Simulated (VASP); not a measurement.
## VASP inputs for RbBr (distorted zincblende)

INCAR

```
NSW = 0
ENCUT = 520
LCHARG = .FALSE.
IBRION = -1
PREC = Accurate
GGA = PS
NBANDS = 15
LASPH = .TRUE.
LREAL = .FALSE.
ISIF = 2
LWAVE = .FALSE.
EDIFF = 1E-7
NELM = 120
ISMEAR = -1
SIGMA = 0.02
```

KPOINTS

```
KPOINTS created by Atomic Simulation Environment
0
Gamma
6 6 6
0 0 0
```

POSCAR

```
Rb Br
 1.0000000000000000
     0.0890000000000000    3.7122999999999999    3.8409000000000000
     3.9424000000000001   -0.0484000000000000    3.9782000000000002
     3.9609999999999999    3.8681000000000001   -0.0669000000000000
 Rb  Br
   1   1
Cartesian
  4.0539280199999999  3.6856427699999998  7.7718413300000000
  2.0150580400000000  1.8926489600000000  1.8985502600000002
```

VASP ran with the recommended PBE PAW datasets (16 valence electrons in the cell).

Q: Predict the results.

A: gap between bands v and c on the k mesh 4.08 eV; least direct gap on the k mesh 4.16 eV; pressure -0.3 GPa; largest force 0.12 eV/Å.
